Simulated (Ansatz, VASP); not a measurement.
Pd: VASP beside Ansatz

File INCAR:

```
PREC = Accurate ; ENCUT = 520
EDIFF = 1E-7 ; ISMEAR = 0
SIGMA = 0.15 ; LREAL = False
LASPH = True ; NELM = 80
ALGO = Normal ; ISIF = 2
LWAVE = False ; LCHARG = False
GGA = PS ; NBANDS = 11
```

KPOINTS

```
regular mesh
0
Gamma
  20 20 20
```

The input POSCAR:

```
Pd
1.0
    0.0000000000      2.0421450000      1.8476550000
    2.0421450000      0.0000000000      1.8476550000
    2.0421450000      2.0421450000      0.0000000000
Pd
1
Direct
    0.0000000000      0.0000000000      0.0000000000
```

Input for Ansatz:

```yaml
crystal:
  lattice:
    - [0.0, 2.042145, 1.847655]
    - [2.042145, 0.0, 1.847655]
    - [2.042145, 2.042145, 0.0]
  atoms:
    - { symbol: Pd, position: [0.0, 0.0, 0.0] }
basis:
  ecutwfc: 420
kpoints:
  mp_grid: { grid: [20, 20, 20] }
hamiltonian:
  xc: pbesol
scf:
  occupations: { method: gaussian, width: 0.15 }
output:
  forces: true
  stress: true
  eigenvalues: true
```

Change from the starting cell: strain +0.050 along x and y, -0.050 along z, atoms carried along.

Alike in both runs: task single point; functional PBEsol; k mesh 20 × 20 × 20; occupations gaussian, width 0.15 eV; no spin polarisation.

|  | VASP | Ansatz |
| --- | --- | --- |
| version | VASP 6.6.1 | Ansatz 0.2.0 |
| potentials or method | VASP PAW PBE potentials, release 64 (Pd) | scalar-relativistic, plane waves, PAW |
| plane-wave cutoff (eV) | 520 | 420 |
| valence electrons in the cell | 10 | 18 |

```csv
,VASP,Ansatz,Ansatz less VASP
gap on the k mesh at the Fermi level (eV),none,none,-
pressure (GPa),-9.9,-9.6,+0.27
largest component of the traceless stress (GPa),1.91,1.93,+0.018
```

A gap of «none» marks a metal or a gap that the smearing closes. The two sets of potentials don't hold the same shells in valence.

Caveats: the PAW data sets were made with another functional, which shifts forces and pressure a little (VASP).
